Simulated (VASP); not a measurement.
# Si2N (I4/mmm) in VASP: further runs, part 2 of 2

VASP 6.6.1. Earlier steps stand in the parts before.

## 3. Relaxation of cell and atoms, PBE (species swapped into the Ti2Rh type (I4/mmm, No. 139))

File INCAR:

```
PREC = Accurate
ENCUT = 600
EDIFF = 1E-6
ISMEAR = 0
SIGMA = 0.1
LREAL = False
LASPH = True
NELM = 100
ALGO = Fast
ISIF = 3
LWAVE = False
LCHARG = False
GGA = PE
IBRION = 2
NSW = 90
EDIFFG = -0.04
```

File KPOINTS:

```
Automatic mesh
0
Gamma
  8 8 8
```

File POSCAR:

```
Si2N
1.0
   -1.5086565800      1.5086565800      4.8522030800
    1.5086565800     -1.5086565800      4.8522030800
    1.5086565800      1.5086565800     -4.8522030800
Si N
2 1
Direct
    0.6615789500      0.6615789500      0.0000000000
    0.3384210500      0.3384210500      0.0000000000
    0.0000000000      0.0000000000      0.0000000000
```

Potentials or basis: VASP PAW PBE potentials, release 64 (Si, N).

The run is started by

```sh
cat potpaw_PBE.64/Si/POTCAR potpaw_PBE.64/N/POTCAR > POTCAR
mpirun -np 1 vasp_std > vasp.out
```

OUTCAR:

```text
PREC = Accurate
   ENCUT = 600
   EDIFF = 1E-6
   ISMEAR = 0
   LREAL = False
   LASPH = True
   NELM = 100
   ISIF = 3
   GGA = PE
   IBRION = 2
   NSW = 90
   EDIFFG = -0.04

 ion  position               nearest neighbor table
   1  0.662  0.662  0.000-   2 2.74   2 2.74   2 2.74   2 2.74   2 3.14
   2  0.338  0.338  0.000-   1 2.74   1 2.74   1 2.74   1 2.74   1 3.14
   3  0.000  0.000  0.000-

  LATTYP: Found a body centered tetragonal cell.
 ALAT       =     3.0173131600
 C/A-ratio  =     3.2162409552

  Lattice vectors:

 A1 = (  -1.5086565800,   1.5086565800,   4.8522030800)
 A2 = (   1.5086565800,  -1.5086565800,   4.8522030800)
 A3 = (   1.5086565800,   1.5086565800,  -4.8522030800)

Analysis of symmetry for initial positions (statically):
=====================================================================
 Subroutine PRICEL returns:
 Original cell was already a primitive cell.

 Routine SETGRP: Setting up the symmetry group for a
 body centered tetragonal supercell.

 Subroutine GETGRP returns: Found 16 space group operations
 (whereof 16 operations were pure point group operations)
 out of a pool of 16 trial point group operations.

The static configuration has the point symmetry D_4h.

Analysis of symmetry for dynamics (positions and initial velocities):
=====================================================================
 Subroutine PRICEL returns:
 Original cell was already a primitive cell.

 Routine SETGRP: Setting up the symmetry group for a
 body centered tetragonal supercell.

 Subroutine GETGRP returns: Found 16 space group operations
 (whereof 16 operations were pure point group operations)
 out of a pool of 16 trial point group operations.

The dynamic configuration has the point symmetry D_4h.

 Subroutine INISYM returns: Found 16 space group operations
 (whereof 16 operations are pure point group operations),
 and found     1 'primitive' translations

----------------------------------------------------------------------------------------

                                     Primitive cell
[... 103 lines left out ...]
   PSTRESS=    0.0 pullay stress
   NELECT =      13.0000    total number of electrons
   NUPDOWN=      -1.0000    fix difference up-down
   EMIN   =  10.00;   EMAX   =-10.00  energy-range for DOS
   EFERMI =   0.00;   METHOD = LEGACY
   ISMEAR =     0;   SIGMA  =   0.10  broadening in eV -4-tet -1-fermi 0-gaus
   EFERMI_NEDOS =   21; number of points for ismear=-14 and -15
   IALGO  =     68    algorithm
   IMIX   =      4    mixing-type and parameters
     AMIX     =   0.40;   BMIX     =  1.00
     AMIX_MAG =   1.60;   BMIX_MAG =  1.00
  volume/ion in A,a.u.               =      14.73        99.37
  Fermi-wavevector in a.u.,A,eV,Ry     =   1.088920  2.057761 16.133069  1.185747
  Thomas-Fermi vector in A             =   2.225112
   LORBIT       =      0    0 simple, 1 ext, 2 COOP (PROOUT), +10 PAW based schemes
   GGA     = PE    functional components
   LHFCALC =     F    Hartree Fock is set to
   AEXX    =    0.0000 exact exchange contribution
   IVDW    =     0    specifies the selected vdW correction
   LEPSILON=     F    determine dielectric tensor
   LRPA    =     F    only Hartree local field effects (RPA)
 conjugate gradient relaxation of ions
 non-spin polarized calculation
 RMM-DIIS sequential band-by-band and
 Gauss-broadening in eV      SIGMA  =   0.10
  energy-cutoff  :      600.00
  volume of cell :       44.18
 maximum number of plane-waves:      1492
   NGX = 21   NGY = 21   NGZ = 21

--------------------------------------- Ionic step        1  -------------------------------------------

 number of electron      13.0000000 magnetization

 Free energy of the ion-electron system (eV)
  ---------------------------------------------------
  ext. energy  EPLUGINS =         0.00000000
  ---------------------------------------------------
  free energy    TOTEN  =       -14.88601697 eV

  energy without entropy =      -14.87877798  energy(sigma->0) =      -14.88239748

 E-fermi :   6.6337     XC(G=0): -10.6141

 val. band max:        6.5877880768   @ k =   0.5000   0.5000   0.1250
 cond. band min:       6.6422197309   @ k =  -0.1250   0.3750   0.1250
 fundamental gap:      0.0544316541
 Fermi energy:         6.6337249693

 k-point     1 :       0.0000    0.0000    0.0000
  band No.  band energies     occupation
      1      -7.9902      2.00000
      2      -3.4399      2.00000
      3      -0.2789      2.00000
      4       5.9546      2.00000
      5       5.9546      2.00000
      6       6.1970      2.00000
      7       8.0522      0.00000
      8       9.1037      0.00000
      9       9.1037      0.00000
     10      11.8203      0.00000
[... 594 lines left out ...]
--------------------------------------- Ionic step        9  -------------------------------------------

 number of electron      13.0000000 magnetization

 Free energy of the ion-electron system (eV)
  ---------------------------------------------------
  ext. energy  EPLUGINS =         0.00000000
  ---------------------------------------------------
  free energy    TOTEN  =       -16.42713719 eV

  energy without entropy =      -16.42287906  energy(sigma->0) =      -16.42500813

 E-fermi :  10.9357     XC(G=0): -11.8999

 val. band max:       10.9351140734   @ k =   0.5000   0.5000   0.2500
 cond. band min:      10.9681078235   @ k =  -0.3750  -0.3750   0.2500
 fundamental gap:      0.0329937501
 Fermi energy:        10.9357387431

 k-point     1 :       0.0000    0.0000    0.0000
  band No.  band energies     occupation
      1      -7.3688      2.00000
      2       0.6806      2.00000
      3       2.2500      2.00000
      4       8.0566      2.00000
      5       8.0566      2.00000
      6       9.2998      2.00000
      7      13.7150      0.00000
      8      14.6552      0.00000
      9      14.6552      0.00000
     10      16.3558      0.00000
[... 329 lines left out ...]
  FREE ENERGIE OF THE ION-ELECTRON SYSTEM (eV)
  ---------------------------------------------------
  free  energy   TOTEN  =       -16.4271371923 eV

  energy  without entropy=      -16.4228790650  energy(sigma->0) =      -16.42500813

 reached required accuracy - stopping structural energy minimisation
```

It took 5.4 min on 1 thread of Intel Xeon Platinum 8375C at 2.90GHz (Ice Lake), shared host; peak memory 0.29 GiB.

Results:

| Item | Value |
| --- | --- |
| Free energy | -16.4271 eV |
| Relaxed volume | 10.89 Å³/atom |
| Relaxed cell | a = 4.664 Å, b = 4.664 Å, c = 4.664 Å, α = 145.33°, β = 145.33°, γ = 49.84° |
| Space group after relaxing (to 0.05 Å) | I4/mmm (No. 139) |
| Energy gained by relaxing | 513.7 meV/atom |
| Ionic steps | 9 |
| Pressure after relaxing | 0.0 GPa |
| Largest force after relaxing | 0.009 eV/Å |
| Band gap on the k mesh | none (metal or under the smearing width) |

Forces on the atoms (eV/Å):
```
Si   0.000  0.000 -0.009
Si   0.000  0.000  0.009
N    0.000  0.000  0.000
```

Stress tensor (GPa, compression positive):
```
-0.04  0.00  0.00
 0.00 -0.04  0.00
 0.00  0.00  0.13
```

Step by step:
```csv
step,energy change (eV),largest force (eV/Å),pressure (GPa),volume (Å³)
1,0.0000,1.6612,-20.28,44.18
2,-1.3838,1.5125,-4.33,33.26
3,-1.4377,1.1785,4.61,31.21
4,-1.4388,1.2265,3.40,31.44
5,-1.5186,0.2312,3.26,31.80
6,-1.5205,0.0077,3.04,31.75
7,-1.5390,0.1767,-0.67,32.75
8,-1.5399,0.1417,-0.06,32.57
9,-1.5411,0.0087,0.01,32.67
```

Final structure:
```yaml
crystal:
  lattice:
    - [-1.38955, 1.38955, 4.22962]
    - [1.38955, -1.38955, 4.22962]
    - [1.38955, 1.38955, -4.22962]
  atoms:
    - { symbol: Si, position: [0.64226, 0.64226, 0.00000] }
    - { symbol: Si, position: [0.35774, 0.35774, 0.00000] }
    - { symbol: N, position: [0.00000, 0.00000, 0.00000] }
```

Caveat: the k mesh is coarse (spacing up to 0.37 Å⁻¹), so the values aren't converged; the volume moved by over 15 % at a fixed basis, so the end points are rough.
